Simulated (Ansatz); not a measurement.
# ZnO: the cost of one run

Method: reference: DFT, HSE06, plane waves, PAW, in Ansatz 0.2.0.

1 further run of the same task is left out (it didn't finish).

## 1. The starting structure

Symmetry: Pm-3m, No. 221, cubic system. The conventional cell has a = 2.646 Å, b = 2.646 Å, c = 2.646 Å, α = 90.00°, β = 90.00°, γ = 90.00°. Around Zn (site symmetry m-3m) lie 8 O at 2.29 Å. Around O (site symmetry m-3m) lie 8 Zn at 2.29 Å.

As a file:

```xyz
2
Lattice="2.6462 0.0000 0.0000 0.0000 2.6462 0.0000 0.0000 0.0000 2.6462" Properties=species:S:1:pos:R:3 pbc="T T T"
Zn    0.0000    0.0000    0.0000
O     1.3231    1.3231    1.3231
```

## 2. The reference run

Contents of input.yaml:

```yaml
crystal:
  lattice:
    - [2.6461709623, 0.0, 0.0]
    - [0.0, 2.6461709623, 0.0]
    - [0.0, 0.0, 2.6461709623]
  atoms:
    - { symbol: Zn, position: [0.0, 0.0, 0.0] }
    - { symbol: O, position: [0.5, 0.5, 0.5] }
kpoints:
  mp_grid: { grid: [4, 4, 4] }
hamiltonian:
  xc: hse06
scf:
  occupations: { method: fermi_dirac, width: 0.02 }
  n_extra_bands: 4
output:
  forces: true
  stress: true
  eigenvalues: true
```

Run with:

```sh
> ansatz run input.yaml --threads 4 --pin off --max-ram 3686MiB --backend cpu --events-out ev --progress --plain --runs-dir out
```

**Question.** How long does this run take on 4 threads of Intel Xeon Platinum 8488C (Sapphire Rapids), shared host, and how much memory does it need?

About 4.5 s, with a peak of 0.54 GiB.
